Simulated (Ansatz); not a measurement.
MgO2 in Ansatz: the effect of functional

Crystal: MgO2.

```
Mg O
1.0
     1.59399    0.92029    3.47053
    -1.59399    0.92029    3.47053
     0.00000   -1.84058    3.47053
Mg O
1 2
Direct
  0.00000 0.00000 0.00000
  0.57121 0.57121 0.57121
  0.42879 0.42879 0.42879
```

The cell comes from a database or a generator and needn't be the stable form of this composition.

The cell isn't the ideal one: volume scaled by 0.98.

Alike in all runs:

```yaml
Program: Ansatz 0.2.0
Task: single point
Potentials_or_basis: Ansatz PAW
k_mesh: 10 × 10 × 10
Occupations: fermi-dirac, width 0.05 eV
Spin: no spin polarisation
```

```tsv
functional	cutoff	gap on the mesh (eV)	pressure (GPa)	largest force (eV/Å)
LDA	420 eV (not typed: the program's choice for these potentials)	2.31	-7.8	0.36
PBEsol	420 eV (not typed: the program's choice for these potentials)	?	?	?
r2SCAN	500 eV (not typed: the program's choice for these potentials)	3.08	-2.8	0.12
```

**Question.** What does the run with functional PBEsol give?

**Answer.** gap on the mesh 2.36 eV; pressure -2.3 GPa; largest force 0.21 eV/Å.

Caveats: the PAW data sets come from PBE, with cores solved anew for the run's functional, which leaves a small shift of forces and pressure.

A k mesh can miss the band edges.
